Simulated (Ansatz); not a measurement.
NiO:

```
Ni O
1.0
     0.00000    2.08590    2.08590
     2.08590    0.00000    2.08590
     2.08590    2.08590    0.00000
Ni O
1 1
Direct
  0.00000 0.00000 0.00000
  0.50000 0.50000 0.50000
```

- Program: Ansatz 0.2.0
- Task: relaxation of cell and atoms
- Functional: SVWN5
- Potentials or basis: Ansatz PAW
- Cutoff: 420 eV (not typed: the program's choice for these potentials)
- k mesh: 11 × 11 × 11
- Occupations: fermi-dirac, width 0.05 eV
- Spin: collinear spin, ferromagnetic start
- Starting moments: [1.0, 0.0] μB

At the start: volume 9.08 Å³/atom.

Task: How do energy, volume and symmetry change on relaxing?

Result: It ends after 8 steps and the volume is 8.26 Å³/atom (-8.9 %); space group Fm-3m (No. 225, to 0.05 Å); moment 0.31 μB per cell.

Step by step:
```tsv
step	energy change (eV)	largest force (eV/Å)	volume (Å³)
1	0.0000	0.0000	18.15
2	-0.0873	0.0000	17.30
3	-0.1170	0.0000	16.44
4	-0.1169	0.0000	16.57
5	-0.1169	0.0000	16.56
6	-0.1103	0.0000	16.56
7	-0.1106	0.0000	16.53
8	-0.1104	0.0000	16.53
```

Final structure:
```
CELL_PARAMETERS angstrom
0.00000 2.02175 2.02175
2.02175 0.00000 2.02175
2.02175 2.02175 0.00000
ATOMIC_POSITIONS crystal
Ni 0.00000 0.00000 0.00000
O 0.50000 0.50000 0.50000
```

Caveat: the plane-wave basis is chosen anew once the cell has moved, so the energies of steps on either side of that aren't comparable; the pressure holds a Pulay correction of +1.0 GPa for the finite cutoff; the PAW data sets come from PBE, with cores solved anew for the run's functional, which leaves a small shift of forces and pressure.
